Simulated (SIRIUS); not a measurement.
**NaCl under changes of volume**

One of the cells (21.907 Å³/atom); the others are scaled copies at fixed shape and fractional positions:

```
CELL_PARAMETERS angstrom
3.52538 0.00000 0.00000
0.00000 3.52538 0.00000
0.00000 0.00000 3.52538
ATOMIC_POSITIONS crystal
Cl 0.50000 0.50000 0.50000
Na 0.00000 0.00000 0.00000
```

Measurements of this composition are mostly on another form, of space group No. 225.

```yaml
Program: SIRIUS 7.12.0
Functional: PBEsol
Potentials_or_basis: all-electron FP-LAPW
Cutoff: 158 eV
Basis: apw+lo standard
k_mesh: 8 × 8 × 8
Occupations: fermi-dirac, width 0.05 eV
Spin: no spin polarisation
```

```tsv
volume (Å³/atom)	energy over the lowest point (meV/atom)	gap on the mesh (eV)
20.189	0.32	4.04
20.619	0.00	3.97
21.048	1.30	3.90
21.907	7.95	3.77
22.337	12.92	3.72
22.766	?	?
```

What does the run at 22.766 Å³/atom give?

Energy over the lowest point 18.80 meV/atom; gap on the mesh 3.66 eV.

Worked out: A Birch-Murnaghan fit of order 3 (a polynomial in V^(-2/3)) to the other rows has its minimum at 20.48 Å³/atom with B0 = V·E''(V) = 30 GPa and B' = 6.0. It gives 18.77 meV/atom at 22.766 Å³/atom, against the run's 18.80. A straight line through the other rows of the gap, of slope -3.2 eV per unit of ln V, extrapolates to 3.65 eV, against the run's 3.66.

Energies are extrapolated to zero smearing.

A mesh can miss the band edges.
